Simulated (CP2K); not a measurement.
Crystal: Pt.

```xyz
1
Lattice="2.7731 0.0000 0.0000 1.3866 2.4016 0.0000 1.3866 0.8005 2.2643" Properties=species:S:1:pos:R:3 pbc="T T T"
Pt    0.0000    0.0000    0.0000
```

Base run:

| Item | Value |
| --- | --- |
| Program | CP2K 2026.2 |
| Functional | r2SCAN |
| Potentials or basis | POTENTIAL_UZH Pt GTH-SCAN-q18; TZVP-MOLOPT-SCAN-GTH basis |
| Density cutoff | 9184 eV |
| k mesh | 12 × 12 × 12 |
| Occupations | fermi-dirac, width 0.05 eV |
| Spin | no spin polarisation |

Its results: band gap on the k mesh none (metal or under the smearing width); pressure 7.8 GPa.

Question: The run is repeated on the same cell with these changes: dispersion from none to D4. What comes out?

Answer: Band gap on the k mesh none (metal or under the smearing width); pressure 5.6 GPa.

Dispersion adds attraction, which lowers the pressure at fixed volume and, as a term added to the energy, leaves the levels alone.

Caveats: the basis of atomic orbitals isn't converged, which shifts pressures, moduli and gaps; pairwise dispersion overbinds metals, which lowers pressure and volume (some runs).
